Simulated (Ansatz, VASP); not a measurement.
## Two plane-wave programs on GaP

```
Ga P
1.0
     3.38610    0.00000    0.00000
     0.00000    3.38610    0.00000
     0.00000    0.00000    2.74535
Ga P
1 1
Direct
  0.00000 0.00000 0.00000
  0.50000 0.50000 0.50000
```

The cell was built by a generator and needn't be a form met in nature.

Alike in both runs: task single point; functional PBE; k mesh 8 × 8 × 9; occupations fermi-dirac, width 0.05 eV; no spin polarisation.

```csv
,VASP,Ansatz
version,VASP 6.6.1,Ansatz 0.2.0
potentials or method,"VASP PAW PBE potentials, release 64 (Ga_d, P)",Ansatz PAW
plane-wave cutoff (eV),520,420
valence electrons in the cell,18,18
```

VASP gave:

- gap on the k mesh at the Fermi level (eV): none
- pressure (GPa): 5.1
- largest component of the traceless stress (GPa): 0.09

**Question.** Which values does Ansatz return?

**Answer.** gap on the k mesh at the Fermi level (eV): none; pressure (GPa): 5.1; largest component of the traceless stress (GPa): 0.10.

A gap of «none» marks a metal or a gap that the smearing closes. With one functional, cell and mesh, what is left measures potentials, basis and numerics.
